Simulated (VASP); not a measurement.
Ge in VASP 6.6.1, single-point calculation

INCAR

```
NSW = 0
PREC = Single
NBANDS = 18
SIGMA = 0.02
LASPH = .TRUE.
LCHARG = .FALSE.
LREAL = .FALSE.
NELM = 81
EDIFF = 1E-7
GGA = PE
ISMEAR = -1
LWAVE = .FALSE.
ISIF = 2
IBRION = -1
ENCUT = 520
```

KPOINTS

```
KPOINTS created by Atomic Simulation Environment
0
Gamma
8 8 8
0 0 0
```

POSCAR

```
Ge
 1.0000000000000000
     0.0000000000000000    2.8368735121270001    2.8368735121270001
     2.8368735121270001   -0.0000000000000000    2.8368735121270001
     2.8368735121270001    2.8368735121270001   -0.0000000000000000
 Ge
   2
Cartesian
 -0.0000000000000000 -0.0000000000000000 -0.0000000000000000
  1.4184367560634998  1.4184367560634998  1.4184367560634998
```

The recommended PBE PAW datasets give the neutral cell 28 valence electrons.

Command

```
mpirun -np 1 vasp_std
```

OSZICAR

```
N       E                     dE             d eps       ncg     rms          rms(c)
DAV:   1     0.164765524271E+03    0.16477E+03   -0.15561E+04  1078   0.421E+03
DAV:   2     0.121587999698E+02   -0.15261E+03   -0.15026E+03  1044   0.559E+02
DAV:   3    -0.843235125893E+01   -0.20591E+02   -0.20356E+02  1154   0.147E+02
DAV:   4    -0.908244429751E+01   -0.65009E+00   -0.64873E+00  1196   0.303E+01
DAV:   5    -0.909286418374E+01   -0.10420E-01   -0.10418E-01  1176   0.399E+00    0.316E+00
DAV:   6    -0.903608079618E+01    0.56783E-01   -0.23922E-02  1134   0.167E+00    0.189E+00
DAV:   7    -0.900613766538E+01    0.29943E-01   -0.55599E-02  1110   0.227E+00    0.148E-01
DAV:   8    -0.900787278597E+01   -0.17351E-02   -0.61576E-03  1140   0.110E+00    0.426E-02
DAV:   9    -0.900798797250E+01   -0.11519E-03   -0.24940E-04  1234   0.257E-01    0.157E-02
DAV:  10    -0.900800497707E+01   -0.17005E-04   -0.48443E-05  1190   0.905E-02    0.585E-03
DAV:  11    -0.900800656803E+01   -0.15910E-05   -0.66421E-06  1318   0.496E-02    0.110E-03
DAV:  12    -0.900800654674E+01    0.21287E-07   -0.19472E-07   810   0.863E-03
   1 F= -.90080065E+01 E0= -.90079243E+01  d E =-.164500E-03
```

Standard output (part)

```
POSCAR found type information on POSCAR Ge
 POSCAR found :  1 types and       2 ions
 LDA part: xc-table for (Slater+PW92), standard interpolation
 POSCAR, INCAR and KPOINTS ok, starting setup
 WAVECAR not read
 entering main loop
```

From OUTCAR

```
k-points           NKPTS =     29   k-points in BZ     NKDIM =     29   number of bands    NBANDS=     18

   NELECT =      28.0000    total number of electrons

   dimension x,y,z NGX =    30 NGY =   30 NGZ =   30
   dimension x,y,z NGXF=    30 NGYF=   30 NGZF=   30

  energy-cutoff  :      520.00
  volume of cell :       45.66
      direct lattice vectors                 reciprocal lattice vectors
     0.000000000  2.836873512  2.836873512    -0.176250368  0.176250368  0.176250368
     2.836873512  0.000000000  2.836873512     0.176250368 -0.176250368  0.176250368
     2.836873512  2.836873512  0.000000000     0.176250368  0.176250368 -0.176250368

 k-points in reciprocal lattice and weights: KPOINTS created by Atomic Simulation Env
   0.00000000  0.00000000  0.00000000       0.002
   0.12500000  0.00000000  0.00000000       0.016
   0.25000000  0.00000000  0.00000000       0.016
   0.37500000  0.00000000  0.00000000       0.016
   0.50000000  0.00000000  0.00000000       0.008
   0.12500000  0.12500000  0.00000000       0.012
   0.25000000  0.12500000  0.00000000       0.047
   0.37500000  0.12500000  0.00000000       0.047
   ...

 E-fermi :   4.9290

 k-point     1 :       0.0000    0.0000    0.0000
  band No.  band energies     occupation
      1     -19.8891      2.00000
      2     -19.8890      2.00000
      3     -19.8890      2.00000
      4     -19.8536      2.00000
      5     -19.8536      2.00000
      6     -19.6475      2.00000
      7     -19.6475      2.00000
      8     -19.6475      2.00000
      9     -19.6347      2.00000
     10     -19.6347      2.00000
     11      -7.7944      2.00000
     12       4.8713      1.89413
     13       4.9134      1.37051
     14       4.9134      1.37051
     15       4.9140      1.35863
     16       7.4637      0.00000
     17       7.4637      0.00000
     18       7.4640      0.00000

 k-point     2 :       0.1250    0.0000    0.0000
  band No.  band energies     occupation
      1     -19.8970      2.00000
      2     -19.8969      2.00000
      3     -19.8866      2.00000
      4     -19.8425      2.00000
      5     -19.8425      2.00000
      6     -19.6593      2.00000
      7     -19.6593      2.00000
      8     -19.6503      2.00000
      9     -19.6247      2.00000
     10     -19.6247      2.00000
     11      -7.6057      2.00000
     12       2.5478      2.00000
     13       4.5821      2.00000
     14       4.5826      2.00000
     15       5.9166      0.00000
     16       7.9078      0.00000
     17       7.9081      0.00000
     18       8.3780      0.00000

 k-point     3 :       0.2500    0.0000    0.0000
  band No.  band energies     occupation
      1     -19.9068      2.00000
      2     -19.9067      2.00000
      3     -19.8805      2.00000
      4     -19.8257      2.00000
      5     -19.8257      2.00000
      6     -19.6728      2.00000
      7     -19.6728      2.00000
      8     -19.6574      2.00000
      9     -19.6147      2.00000
     10     -19.6146      2.00000
     11      -7.0584      2.00000
     12       0.2080      2.00000
     13       4.0397      2.00000
     14       4.0402      2.00000
     15       5.5588      0.00000
     16       8.5373      0.00000
     17       8.5374      0.00000
     18      10.5021      0.00000

 ...

  Total        0.8495884      0.8495884      0.8495884      0.0000000      0.0000000     -0.0000000
  in kB       29.8104979     29.8104979     29.8104979      0.0000000      0.0000000     -0.0000000
  external PRESSURE =      29.8104979 kB  Pullay stress =       0.0000000 kB

 POSITION                                       TOTAL-FORCE (eV/Angst)
 -----------------------------------------------------------------------------------
      0.00000      0.00000      0.00000        -0.000000     -0.000000     -0.000000
      1.41844      1.41844      1.41844         0.000000      0.000000      0.000000
 -----------------------------------------------------------------------------------
    total drift:                                0.000028      0.000028     -0.000002

  FREE ENERGIE OF THE ION-ELECTRON SYSTEM (eV)
  ---------------------------------------------------
  free  energy   TOTEN  =        -9.0080065467 eV

  energy  without entropy=       -9.0078420471  energy(sigma->0) =       -9.00792430
```

It converged. Results: gap between bands v and c on the k mesh 0.00 eV; least direct gap on the k mesh 0.00 eV; pressure 3.0 GPa. Band v is the last that the valence electrons fill when counted band by band, and c is the next.

For comparison, a separate PBE run of the intended cell, on usual settings and not on those above, gives a gap of 0.00 eV on its mesh and a pressure of 2.9 GPa.

The run above took about 21 s on one core of a shared host (Intel Xeon Platinum 8488C) and held 0.13 GiB at most.
